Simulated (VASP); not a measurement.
Input of a VASP 6.6.1 run:

File INCAR:

```
ALGO = Fast
EDIFF = 1E-6
ENCUT = 520
GGA = PS
ICORELEVEL = 1
ISIF = 2
ISMEAR = 0
LASPH = True
LCHARG = False
LREAL = False
LWAVE = False
NELM = 80
PREC = Accurate
SIGMA = 0.02
```

File KPOINTS:

```
k-points
0
Gamma
  9 9 9
```

POSCAR

```
SnO
1.0
    3.1319300000      0.0000000000      0.0000000000
    0.0000000000      3.1319300000      0.0000000000
    0.0000000000      0.0000000000      3.1319300000
Sn O
1 1
Direct
    0.0000000000      0.0000000000      0.0000000000
    0.5000000000      0.5000000000      0.5000000000
```

Potentials or basis: VASP PAW PBE potentials, release 64 (Sn_d, O).

Launch:

```console
$ cat potpaw_PBE.64/Sn_d/POTCAR potpaw_PBE.64/O/POTCAR > POTCAR
$ mpirun -np 1 vasp_std > vasp.out
```

Q: Predict the band gap on the k mesh.

A: 0.42 eV, indirect (least direct gap 0.91 eV).

Q: Predict the pressure.

A: -5.0 GPa.

Core levels (eV, on the scale of the bands):
| atom | levels |
| --- | --- |
| 1 Sn | 1s -28995.1, 2s -4366.5, 2p -3918.1, 3s -832.7, 3p -686.3, 3d -461.0, 4s -121.6, 4p -77.3 |
| 2 O | 1s -498.1 |

Caveat: the PAW data sets were made with another functional, which shifts forces and pressure a little; spin-orbit coupling is left out, which moves the levels of the heavy elements; an odd mesh through Γ misses points on the zone boundary, where band edges often lie. PBEsol gaps usually lie below the measured ones, often by a third to a half.
